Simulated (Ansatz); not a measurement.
# Transmission past a defect: (4,0) C nanotube, P in place of one C, part 3 of 4

Wanted: the relaxed defect and the transmission past it, beside the channels of the perfect wire.

Ansatz 0.2.0; DFT PBE, plane waves, PAW; relaxation of a wire's period (the session's first sound run).

So far, conductance of the lead as this run defines it (G₀): step 3 (bands of the perfect wire) 3.00.

## Step 4: Relaxation of the scattering region

This step: DFT PBE, plane waves, PAW; relaxation of a junction in a wire, ends held (Ansatz 0.2.0).

System of this step: (4,0) C nanotube, P in place of one C. The cell holds 112 atoms: 111 C and 1 P. Cell: a = 9.932 Å, b = 9.932 Å, c = 29.514 Å, α = 90.0°, β = 90.0°, γ = 90.0°. Regions: held atoms, 64 atoms (64 C); free atoms, 48 atoms (47 C and 1 P). Vacuum lies along a and b. The structure's axis is c.

48 atoms at the defect are free to relax, while 64 stay where the perfect wire has them, so that the ends still repeat as a lead. The cutoff is set under the files' recommended one to save time.

Contents of input.yaml:

```yaml
crystal:
  lattice:
    - [9.932, 0.0, 0.0]
    - [0.0, 9.932, 0.0]
    - [0.0, 0.0, 29.5143822369]
  atoms:
    - { symbol: C, position: [0.330192775, 0.499977252, 0.00029528] }
    - { symbol: C, position: [0.499977252, 0.669761728, 0.00029528] }
    - { symbol: C, position: [0.499977252, 0.330192775, 0.00029528] }
    - { symbol: C, position: [0.669761728, 0.499977252, 0.00029528] }
    - { symbol: C, position: [0.330192775, 0.499977252, 0.047323768] }
    - { symbol: C, position: [0.499977252, 0.669761728, 0.047323768] }
    - { symbol: C, position: [0.499977252, 0.330192775, 0.047323768] }
    - { symbol: C, position: [0.669761728, 0.499977252, 0.047323768] }
    - { symbol: C, position: [0.37990611, 0.620048393, 0.071729675] }
    - { symbol: C, position: [0.37990611, 0.37990611, 0.071729675] }
    - { symbol: C, position: [0.620048393, 0.620048393, 0.071729675] }
    - { symbol: C, position: [0.620048393, 0.37990611, 0.071729675] }
    - { symbol: C, position: [0.37990611, 0.620048393, 0.118746516] }
    - { symbol: C, position: [0.37990611, 0.37990611, 0.118746516] }
    - { symbol: C, position: [0.620048393, 0.620048393, 0.118746516] }
    - { symbol: C, position: [0.620048393, 0.37990611, 0.118746516] }
    - { symbol: C, position: [0.330192775, 0.499977252, 0.143152422] }
    - { symbol: C, position: [0.499977252, 0.669761728, 0.143152422] }
    - { symbol: C, position: [0.499977252, 0.330192775, 0.143152422] }
    - { symbol: C, position: [0.669761728, 0.499977252, 0.143152422] }
    - { symbol: C, position: [0.330192775, 0.499977252, 0.190180911] }
    - { symbol: C, position: [0.499977252, 0.669761728, 0.190180911] }
    - { symbol: C, position: [0.499977252, 0.330192775, 0.190180911] }
    - { symbol: C, position: [0.669761728, 0.499977252, 0.190180911] }
    - { symbol: C, position: [0.37990611, 0.620048393, 0.214586818] }
    - { symbol: C, position: [0.37990611, 0.37990611, 0.214586818] }
    - { symbol: C, position: [0.620048393, 0.620048393, 0.214586818] }
    - { symbol: C, position: [0.620048393, 0.37990611, 0.214586818] }
    - { symbol: C, position: [0.37990611, 0.620048393, 0.261603659] }
    - { symbol: C, position: [0.37990611, 0.37990611, 0.261603659] }
[... 76 atom lines left out ...]
    - { symbol: C, position: [0.620048393, 0.620048393, 0.928872532] }
    - { symbol: C, position: [0.620048393, 0.37990611, 0.928872532] }
    - { symbol: C, position: [0.37990611, 0.620048393, 0.975889373] }
    - { symbol: C, position: [0.37990611, 0.37990611, 0.975889373] }
    - { symbol: C, position: [0.620048393, 0.620048393, 0.975889373] }
    - { symbol: C, position: [0.620048393, 0.37990611, 0.975889373] }
magnetization:
  spin_polarized: true
kpoints:
  mp_grid: { grid: [1, 1, 1] }
scf:
  occupations: { method: fermi_dirac, width: 0.1 }
hamiltonian:
  xc: pbe
relax:
  constraints:
    - { sites: [0, 1, 2, 3, 4, 5, 6, 7, 8, 9, 10, 11, 12, 13, 14, 15, 16, 17, 18, 19, 20, 21, 22, 23, 24, 25, 26, 27, 28, 29, 30, 31, 80, 81, 82, 83, 84, 85, 86, 87, 88, 89, 90, 91, 92, 93, 94, 95, 96, 97, 98, 99, 100, 101, 102, 103, 104, 105, 106, 107, 108, 109, 110, 111] }
  f_tol: 0.06
  max_steps: 35
basis:
  ecutwfc: "350 eV"
```

Launch:

```console
ansatz run input.yaml --threads 4 --pin off --max-ram 16384MiB --backend cpu --events-out ev --progress --plain --runs-dir out
```

Numbers of over 12 decimals in the logs are rounded to 6 here.

What it wrote:

```text
[...]
Crystal: 112 atoms, lattice volume = 2911.435 Å³
Basis set: ecut = 350 eV, 43279 PW (Γ), exchange–correlation on 128×128×384 points (8 copies of the dense FFT grid, shifted against one another)
Bands: 337, of which v1, the nominal top of the filled ones, is band 225 counted from 1 (224 counted from 0)
Symmetry: 2 space group operations
[...]
k-points: 1
[...]
Starting moments: Σ|m| = 0.3 μB on 1 of 112 sites
[...]
SCF iter   1: F=—  HF=-28575.493237 eV  |F-HF|=—  |Δ(HF+E_count)|=         —  Δρ=3.69e-2 (↑3.69e-2 ↓3.69e-2)  dr2=1.57e2  dr2_m=1.04e-2  M=0.013 μB ∫|m|=0.062 μB  β_m=0.30  ethr=3.10e-3  ⟨swp⟩=7.0  Hψ=3575  notcnv=0  defer=146
[...]
spin=Collinear: Resta preconditioning applied to the charge; magnetization (m = ρ↑ − ρ↓) channel mixes plain (no charge-response kernel on spin).
SCF iter   2: F=—  HF=-28538.921640 eV  |F-HF|=—  |Δ(HF+E_count)|=    3.66e1  Δρ=2.36e-2 (↑2.35e-2 ↓2.36e-2)  dr2=6.28e1  dr2_m=5.37e-3  M=0.005 μB ∫|m|=0.055 μB  β_m=0.30  ethr=3.10e-3  ⟨swp⟩=4.0  Hψ=1302  notcnv=0  defer=180
[...]
SCF iter   8: F=—  HF=-28518.040705 eV  |F-HF|=—  |Δ(HF+E_count)|=   1.09e-1  Δρ=9.94e-4 (↑9.94e-4 ↓9.92e-4)  dr2=8.84e-2  dr2_m=1.44e-4  M=0.000 μB ∫|m|=0.016 μB  β_m=0.30  ethr=4.11e-4  ⟨swp⟩=3.5  Hψ=538  notcnv=0  defer=180
[...]
spin-set hold released at iteration 8 (site moments contracting): the magnetisation degrees of freedom join the quasi-Newton model from the next iteration; the mixer history was flushed
SCF iter   9: F=—  HF=-28518.054724 eV  |F-HF|=—  |Δ(HF+E_count)|=   1.40e-2  Δρ=7.59e-4 (↑7.57e-4 ↓7.59e-4)  dr2=3.13e-1  dr2_m=8.19e-5  M=0.000 μB ∫|m|=0.013 μB  β_m=0.30  ethr=1.97e-5  ⟨swp⟩=2.0  Hψ=970  notcnv=0  defer=180
[...]
SCF iter  17: F=-28518.053460 eV  HF=-28518.053483 eV  |F-HF|=2.24e-5  |Δ(HF+E_count)|=   5.55e-6  Δρ=1.37e-5 (↑1.37e-5 ↓1.22e-5)  dr2=3.96e-5  dr2_m=4.01e-7  M=-0.000 μB ∫|m|=0.002 μB  ethr=2.00e-8  ⟨swp⟩=2.0  Hψ=1647  notcnv=0
WARN: the starting moments were not kept: the SCF closed with an absolute magnetisation of 2.2e-3 μB, where they sum to 0.3 μB in size (1 site). That is at most 0.1 of that sum. Measured as dr2_m measures the in/out step, that magnetisation stands 2.3e-7 eV from none, at or under the dr2_threshold of 9.0e-5 eV: it is no larger than a step whose dr2_m would equal this threshold. The system may hold no moment; this SCF [...]
SCF 1 converged in 17 iterations: F = -28518.053460 eV  dr2 = 3.96e-5
[...]
relax step   1: F+E_penalty+E_count = -28518.05346025 eV  Δ(F+E_penalty+E_count) = +0.000e0 eV  max|allowed force component| = 2.075e1 eV/Å  Δτ_max = 0.0000 Å  (17 SCF iters, dr2 threshold 9.00e-5 eV, accepted)
[...]
Starting moments: Σ|m| = 0.3 μB on 1 of 112 sites; this step starts from the density that it was given
[...]
SCF iter  13: F=-28521.868936 eV  HF=-28521.868945 eV  |F-HF|=9.79e-6  |Δ(HF+E_count)|=   1.73e-5  Δρ=8.15e-6 (↑8.03e-6 ↓8.15e-6)  dr2=1.48e-5  dr2_m=2.86e-7  M=0.000 μB ∫|m|=0.003 μB  ethr=1.15e-8  ⟨swp⟩=2.0  Hψ=1528  notcnv=0
the starting moments were not kept: the SCF closed with an absolute magnetisation of 2.5e-3 μB, where they sum to 0.3 μB in size (1 site). That is at most 0.1 of that sum. Measured as dr2_m measures the in/out step, that magnetisation stands 2.7e-7 eV from none, at or under the dr2_threshold of 1.0e-4 eV: it is no larger than a step whose dr2_m would equal this threshold.
SCF 2 converged in 13 iterations: F = -28521.868936 eV  dr2 = 1.48e-5
[...]
relax step   2: F+E_penalty+E_count = -28521.86893553 eV  Δ(F+E_penalty+E_count) = -3.815e0 eV  max|allowed force component| = 8.667e0 eV/Å  Δτ_max = 0.1546 Å  (13 SCF iters, dr2 threshold 1.00e-4 eV, accepted)
[...]
SCF iter  14: F=-28523.535098 eV  HF=-28523.535098 eV  |F-HF|=4.62e-7  |Δ(HF+E_count)|=   9.26e-7  Δρ=4.60e-6 (↑4.60e-6 ↓4.45e-6)  dr2=7.73e-7  dr2_m=4.02e-7  M=0.000 μB ∫|m|=0.004 μB  ethr=1.01e-9  ⟨swp⟩=1.0  Hψ=1185  notcnv=0
[...]
SCF 3 converged in 14 iterations: F = -28523.535098 eV  dr2 = 7.73e-7
[...]
relax step   3: F+E_penalty+E_count = -28523.53509803 eV  Δ(F+E_penalty+E_count) = -1.666e0 eV  max|allowed force component| = 3.382e0 eV/Å  Δτ_max = 0.1972 Å  (14 SCF iters, dr2 threshold 1.00e-4 eV, accepted)
[...]
relax step   4: F+E_penalty+E_count = -28524.16220823 eV  Δ(F+E_penalty+E_count) = -6.271e-1 eV  max|allowed force component| = 2.332e0 eV/Å  Δτ_max = 0.2000 Å  (13 SCF iters, dr2 threshold 1.00e-4 eV, accepted)
[...]
relax step   5: F+E_penalty+E_count = -28524.49012144 eV  Δ(F+E_penalty+E_count) = -3.279e-1 eV  max|allowed force component| = 3.246e-1 eV/Å  Δτ_max = 0.1963 Å  (12 SCF iters, dr2 threshold 1.00e-4 eV, accepted)
[...]
relax step   6: F+E_penalty+E_count = -28521.80101930 eV  Δ(F+E_penalty+E_count) = +2.689e0 eV  max|allowed force component| = 3.141e0 eV/Å  Δτ_max = 0.1562 Å  (16 SCF iters, dr2 threshold 6.59e-6 eV, rejected (line search))
[...]
relax step   7: F+E_penalty+E_count = -28524.47419250 eV  Δ(F+E_penalty+E_count) = +1.593e-2 eV  max|allowed force component| = 1.116e0 eV/Å  Δτ_max = 0.0442 Å  (20 SCF iters, rejected (line search))
SCF iter   1: F=—  HF=-28524.504801 eV  |F-HF|=—  |Δ(HF+E_count)|=         —  Δρ=4.89e-4 (↑4.83e-4 ↓4.89e-4)  dr2=2.42e-2  dr2_m=1.71e-5  M=0.000 μB ∫|m|=0.004 μB  β_m=0.30  ethr=6.93e-5  ⟨swp⟩=3.0  Hψ=1301  notcnv=0  defer=176
[...]
SCF iter  17: F=-28524.501449 eV  HF=-28524.501449 eV  |F-HF|=7.77e-9  |Δ(HF+E_count)|=   1.82e-9  Δρ=1.29e-7 (↑1.26e-7 ↓1.29e-7)  dr2=8.40e-9  dr2_m=3.03e-10  M=-0.000 μB ∫|m|=0.000 μB  ethr=1.00e-12  ⟨swp⟩=1.0  Hψ=1502  notcnv=0
[...]
SCF 8 converged in 17 iterations: F = -28524.501449 eV  dr2 = 8.40e-9
relax step   8: F+E_penalty+E_count = -28524.50144921 eV  Δ(F+E_penalty+E_count) = -1.133e-2 eV  max|allowed force component| = 4.542e-2 eV/Å  Δτ_max = 0.0202 Å  (17 SCF iters, accepted)
SCF converged after 17 iterations
Magnetization: -0.0000 μB (224.5000 up, 224.5000 down)
Absolute magnetization: 0.0001 μB (∫|ρ↑−ρ↓|, with the PAW one-centre terms)
[...]
Per-site moments (μB) at R_I (Å): [(-2.1882356476336738e-8, 0.572557), (1.379209554805871e-7, 0.572557), (-4.6371253583025366e-9, 0.572557), (-2.1882356477663228e-8, 0.572557), (5.069933238578503e-8, 0.572557), (-2.2622884416167071e-7, 0.572557), (1.8900259942041902e-7, 0.572557), (5.0699332384217814e-8, 0.572557), (1.964603777816348e-7, 0.572415), (-1.4110829779666356e-7, 0.572415), (1.9646037776259728e-7, 0.572415) [...]
Free energy (F): -28524.501449 eV
[...]
Internal energy: -28524.000443 eV  (E = F + TS)
E sigma→0 (E₀):  -28524.250946 eV
Entropy (-TS):   -0.501006 eV (-4.473 meV/atom)
Fermi energy:    -1.654815 eV
[...]
--- Forces (eV/Å), atoms counted from 1 ---
  atom   1  C      0.02068471     0.01308023    -0.04323288
  atom   2  C      0.00000000    -0.05002296    -0.12286729
  atom   3  C      0.00000000     0.04124497    -0.09605411
  atom   4  C     -0.02068471     0.01308023    -0.04323288
  atom   5  C      0.02118718    -0.01116134     0.04148697
  atom   6  C      0.00000000    -0.04339777     0.11157606
  atom   7  C      0.00000000     0.05436454     0.10688233
  atom   8  C     -0.02118718    -0.01116134     0.04148697
  atom   9  C      0.03931175    -0.01975239    -0.10443294
  atom  10  C      0.01828192     0.02404873    -0.07895174
  atom  11  C     -0.03931175    -0.01975239    -0.10443294
  atom  12  C     -0.01828192     0.02404873    -0.07895174
  atom  13  C      0.01953368    -0.05341195     0.09514086
  atom  14  C      0.02970790     0.02598244     0.08159829
  atom  15  C     -0.01953368    -0.05341195     0.09514086
  atom  16  C     -0.02970790     0.02598244     0.08159829
  atom  17  C      0.03656820     0.01977764    -0.07858016
  atom  18  C      0.00000000    -0.03083269    -0.10430023
  atom  19  C      0.00000000     0.03481760    -0.08670231
  atom  20  C     -0.03656820     0.01977764    -0.07858016
  atom  21  C      0.06032953    -0.01727363     0.09526450
  atom  22  C      0.00000000    -0.04303394     0.07281052
  atom  23  C      0.00000000     0.01283213     0.04044346
  atom  24  C     -0.06032953    -0.01727363     0.09526450
  atom  25  C      0.06715394     0.02130275    -0.12047772
  atom  26  C     -0.00222309     0.06032451    -0.09172864
  atom  27  C     -0.06715394     0.02130275    -0.12047772
  atom  28  C      0.00222309     0.06032451    -0.09172864
  atom  29  C      0.14142233     0.06345068     0.04987491
  atom  30  C      0.01948111    -0.11175859    -0.37358229
  atom  31  C     -0.14142233     0.06345068     0.04987491
  atom  32  C     -0.01948111    -0.11175859    -0.37358229
  atom  33  C      0.00813936    -0.00124299    -0.01369438
  atom  34  C      0.00000000     0.00184250     0.01994621
  atom  35  C      0.00000000    -0.00222166    -0.00440824
  atom  36  C     -0.00813936    -0.00124299    -0.01369438
  atom  37  C      0.00579524    -0.00091478     0.01027087
  atom  38  C      0.00000000     0.00166089    -0.02173792
  atom  39  C      0.00000000    -0.00516889    -0.00354599
  atom  40  C     -0.00579524    -0.00091478     0.01027087
[...]
atom 101  C      0.01843772     0.00222240     0.05831661
  atom 102  C      0.00000000    -0.03925564     0.09626860
  atom 103  C      0.00000000     0.02755501     0.08960316
  atom 104  C     -0.01843772     0.00222240     0.05831661
  atom 105  C      0.02568763    -0.02365810    -0.08162342
  atom 106  C      0.02338078     0.03952703    -0.07139613
  atom 107  C     -0.02568763    -0.02365810    -0.08162342
  atom 108  C     -0.02338078     0.03952703    -0.07139613
  atom 109  C      0.01863636    -0.01837970     0.08038646
  atom 110  C      0.02646887     0.01703800     0.07642509
  atom 111  C     -0.01863636    -0.01837970     0.08038646
  atom 112  C     -0.02646887     0.01703800     0.07642509
  max |Σ_I F_I| component: 9.25e-6 eV/Å
--- Relaxed structure (8 steps of the walk, 6 accepted, 0 SCFs on fresh bases) ---
  F+E_penalty+E_count = -28524.50144921 eV   max|allowed force component| = 4.542e-2 eV/Å
  atoms:
    - { symbol: C, position: [0.330192775125, 0.499977, 0.00029528] }
    - { symbol: C, position: [0.499977251625, 0.669761728, 0.00029528] }
    - { symbol: C, position: [0.499977251625, 0.330192775, 0.00029528] }
    - { symbol: C, position: [0.669761728125, 0.499977, 0.00029528] }
    - { symbol: C, position: [0.330192775125, 0.499977, 0.047324] }
    - { symbol: C, position: [0.499977251625, 0.669761728, 0.047324] }
    - { symbol: C, position: [0.499977251625, 0.330192775, 0.047324] }
    - { symbol: C, position: [0.669761728125, 0.499977, 0.047324] }
    - { symbol: C, position: [0.379906110125, 0.620048393, 0.071730] }
    - { symbol: C, position: [0.379906110125, 0.37990611, 0.071730] }
    - { symbol: C, position: [0.620048393125, 0.620048393, 0.071730] }
    - { symbol: C, position: [0.620048393125, 0.37990611, 0.071730] }
    - { symbol: C, position: [0.379906110125, 0.620048393, 0.118746516] }
    - { symbol: C, position: [0.379906110125, 0.37990611, 0.118746516] }
    - { symbol: C, position: [0.620048393125, 0.620048393, 0.118746516] }
    - { symbol: C, position: [0.620048393125, 0.37990611, 0.118746516] }
    - { symbol: C, position: [0.330192775125, 0.499977, 0.143152422] }
    - { symbol: C, position: [0.499977251625, 0.669761728, 0.143152422] }
    - { symbol: C, position: [0.499977251625, 0.330192775, 0.143152422] }
    - { symbol: C, position: [0.669761728125, 0.499977, 0.143152422] }
    - { symbol: C, position: [0.330192775125, 0.499977, 0.190180911] }
    - { symbol: C, position: [0.499977251625, 0.669761728, 0.190180911] }
    - { symbol: C, position: [0.499977251625, 0.330192775, 0.190180911] }
    - { symbol: C, position: [0.669761728125, 0.499977, 0.190180911] }
    - { symbol: C, position: [0.379906110125, 0.620048393, 0.214587] }
    - { symbol: C, position: [0.379906110125, 0.37990611, 0.214587] }
    - { symbol: C, position: [0.620048393125, 0.620048393, 0.214587] }
    - { symbol: C, position: [0.620048393125, 0.37990611, 0.214587] }
    - { symbol: C, position: [0.379906110125, 0.620048393, 0.261603659] }
    - { symbol: C, position: [0.379906110125, 0.37990611, 0.261603659] }
    - { symbol: C, position: [0.620048393125, 0.620048393, 0.261603659] }
    - { symbol: C, position: [0.620048393125, 0.37990611, 0.261603659] }
    - { symbol: C, position: [0.331219, 0.499847, 0.285646] }
    - { symbol: C, position: [0.499977251625, 0.669640, 0.286208] }
    - { symbol: C, position: [0.499977251625, 0.327693, 0.285455] }
    - { symbol: C, position: [0.668735, 0.499847, 0.285646] }
    - { symbol: C, position: [0.331968, 0.498331, 0.332513] }
    - { symbol: C, position: [0.499977251625, 0.668031, 0.333421] }
    - { symbol: C, position: [0.499977251625, 0.323203, 0.332117] }
    - { symbol: C, position: [0.667986, 0.498331, 0.332513] }
[...]
- { symbol: P, position: [0.499977251625, 0.258694, 0.425304] }
[...]
- { symbol: C, position: [0.330192775125, 0.499977, 0.904466625] }
    - { symbol: C, position: [0.499977251625, 0.669761728, 0.904466625] }
    - { symbol: C, position: [0.499977251625, 0.330192775, 0.904466625] }
    - { symbol: C, position: [0.669761728125, 0.499977, 0.904466625] }
    - { symbol: C, position: [0.379906110125, 0.620048393, 0.928872532] }
    - { symbol: C, position: [0.379906110125, 0.37990611, 0.928872532] }
    - { symbol: C, position: [0.620048393125, 0.620048393, 0.928872532] }
    - { symbol: C, position: [0.620048393125, 0.37990611, 0.928872532] }
    - { symbol: C, position: [0.379906110125, 0.620048393, 0.975889] }
    - { symbol: C, position: [0.379906110125, 0.37990611, 0.975889] }
    - { symbol: C, position: [0.620048393125, 0.620048393, 0.975889] }
    - { symbol: C, position: [0.620048393125, 0.37990611, 0.975889] }
```

Wall time 7.8 min (4 threads of Arm Neoverse V1, shared host); peak memory 3.9 GiB.

Relaxation path:

```
step  energy less that of the first step (eV)  largest force component (eV/Å)
   1                                   0.0000                         20.7524
   2                                  -3.8155                          8.6670
   3                                  -5.4816                          3.3817
   4                                  -6.1087                          2.3317
   5                                  -6.4367                          0.3246
   6                                  -3.7476                          3.1406
   7                                  -6.4207                          1.1159
   8                                  -6.4480                          0.0454
```

Relaxation steps 6, 7 were tried and not accepted.

Forces are held to the 2 operations that the run works with; a distortion that breaks them can't arise in this run.

The atoms that moved most (Å):

```
atom      dx      dy      dz  length
 P51   0.000  -0.710  -0.105   0.718
 C55   0.000  -0.140   0.157   0.210
 C48   0.123  -0.102  -0.066   0.172
 C46  -0.123  -0.102  -0.066   0.172
 C53   0.061  -0.130   0.006   0.144
 C56  -0.061  -0.130   0.006   0.144
 C60   0.011  -0.120   0.068   0.139
 C58  -0.011  -0.120   0.068   0.139
```

This step gave:

* energy at zero smearing: -28524.2509 eV

The largest force component on a free atom ends at 0.045 eV/Å, under the limit of 0.06. P ends nearest to C at 1.75 Å, C at 1.85 Å and C at 1.85 Å.

[end of part 3 of 4]

[Logs are printed without paths, hosts, clocks, repeated set-up lines and the standing remarks that a program may print on its own settings, such as how far it seeks lower states.]

[Hosts, paths, dates, database ids (printed as entryN), source tags and the programs' standing remarks are cut or masked in the printed files.]
